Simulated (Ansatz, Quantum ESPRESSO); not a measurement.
## Re: programs and potentials compared

```xyz
2
Lattice="2.7608 0.0000 0.0000 -1.3804 2.3909 0.0000 0.0000 0.0000 4.4582" Properties=species:S:1:pos:R:3 pbc="T T T"
Re    1.3804    0.7970    3.3436
Re    0.0000    1.5939    1.1145
```

Alike in all runs: task single point; functional PBEsol; k mesh 11 × 11 × 6; occupations fermi-dirac, width 0.05 eV; no spin polarisation; no spin-orbit coupling. Pressure is positive in compression and, in plane waves, holds the error of the finite cutoff, which Ansatz's Pulay term estimates and takes out.

```csv
program and potentials,plane-wave cutoff (eV),notes,pressure (GPa)
"Ansatz, Ansatz PAW",420,"potentials made for PBE, which Ansatz adapts in part; Pulay term of +0.15 GPa included",-4.20
"Quantum ESPRESSO, GBRV 1.5 PBEsol",612,-,-4.26
"Ansatz, all-electron LAPW, scalar-relativistic",-,-,-4.10
```

The pressure spans -4.26 (Quantum ESPRESSO, GBRV 1.5 PBEsol) to -4.10 GPa (Ansatz, all-electron LAPW, scalar-relativistic), with all-electron results at -4.10.

Differences between rows come from potentials, basis sets and numerical settings, since the functional is the same but for its coding. Runs on potential files found faulty are left out.
